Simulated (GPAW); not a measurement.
Runs of GPAW 26.7.0 on Zn. Symmetry: P6_3/mmc, No. 194, hexagonal system. The conventional cell has a = 2.670 Å, b = 2.670 Å, c = 4.966 Å, α = 90.00°, β = 90.00°, γ = 120.00°. Around Zn (site symmetry -6m2) lie 12 Zn at 2.67 to 2.92 Å. 

```csv
task,level,potentials or basis,cell,optimizer,fmax,max steps,band path,band points,gap on the mesh (eV),pressure (GPa),relaxed volume (Å³/atom)
relaxation of cell and atoms,AM05+D4,"PAW data sets generated in the run's folder for this functional, pw",relaxed,BFGS,0.02 eV/Å,100,-,-,none,0.0,(a)
relaxation of cell and atoms,revPBE,"the program's PAW data sets (release 1.2.1) made for this functional, pw",relaxed,FIRE,0.02 eV/Å,60,-,-,none,-0.2,15.31
relaxation of cell and atoms,PBEsol,"PAW data sets generated in the run's folder for this functional, pw",relaxed,BFGS,0.01 eV/Å,60,-,-,none,0.0,(b)
band structure,PBEsol,"PAW data sets generated in the run's folder for this functional, pw",as given,-,-,-,"GMKGALHA,LM,KH",100,-,-5.7,-
relaxation of cell and atoms,PBEsol+D3,"PAW data sets generated in the run's folder for this functional, pw",relaxed,BFGS,0.05 eV/Å,40,-,-,none,0.0,13.37
```

Alike in all rows: no spin polarisation; k mesh 8 × 8 × 4; cutoff (eV) 600; smearing fermi-dirac 0.05 eV.

Question: Estimate the missing entries.

Answer: (a) 13.58; (b) 13.92.

Caveats: later steps reuse the first step's grids (some runs); pairwise dispersion overbinds metals, which lowers pressure and volume (some runs); the volume moved by -11 % from the deposited cell, more than functionals usually miss (some runs); the volume moved by -13 % from the deposited cell, more than functionals usually miss (some runs).

A gap of «none» marks a metal or a gap under the smearing width.
